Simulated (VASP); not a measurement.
Set up this calculation in VASP 6.6.1, as the native input.

- Task: relaxation of shape and atoms at fixed volume
- Functional: LDA
- Potentials or basis: VASP PAW LDA potentials, release 64 (Mo_sv, P)
- Cutoff: 600 eV
- k mesh: 15 × 15 × 11
- Occupations: methfessel-paxton, width 0.1 eV
- Spin: no spin polarisation
- Further INCAR settings: ALGO = Fast; EDIFF = 1e-07; IBRION = 2; EDIFFG = -0.01; NSW = 40; ISIF = 4

The structure of MoP lies in POSCAR:

```
MoP                                     
1.0
    3.1291372753      0.0000000000     -0.0000000000
   -1.5645686376      2.7099123723      0.0000000000
   -0.0000000000      0.0000000000      3.0933776759
  Mo              P             
     1     1
Direct
     0.0000000000000000    0.0000000000000000    1.0000000000000000
     0.3333333332999970    0.6666666667000030    0.5000000000000000
```

The cell isn't the ideal one: a relaxed cell with its volume scaled by 0.94.

The input as run:

INCAR

```
PREC = Accurate
ENCUT = 600
EDIFF = 1E-7
ISMEAR = 1
SIGMA = 0.1
LREAL = F
LASPH = T
NELM = 80
ALGO = Fast
ISIF = 4
LWAVE = F
LCHARG = F
IBRION = 2
NSW = 40
EDIFFG = -0.01
```

KPOINTS

```
regular mesh
0
Gamma
  15 15 11
```

Potentials or basis: VASP PAW LDA potentials, release 64 (Mo_sv, P).

Launch:

```sh
$ cat potpaw_LDA.64/Mo_sv/POTCAR potpaw_LDA.64/P/POTCAR > POTCAR
$ mpirun -np 1 vasp_std > vasp.out
```

It gave:

* Energy gained by relaxing: 1.6 meV/atom
* Ionic steps: 3
* Pressure after relaxing: 17.0 GPa
* Band gap on the k mesh: none (metal or under the smearing width)

Run time: 3.2 min on 1 thread of Intel(R) Xeon(R) Platinum 8175M CPU @ 2.50GHz (Skylake/Cascade Lake), with other jobs on the host, peak memory 0.2 GiB.
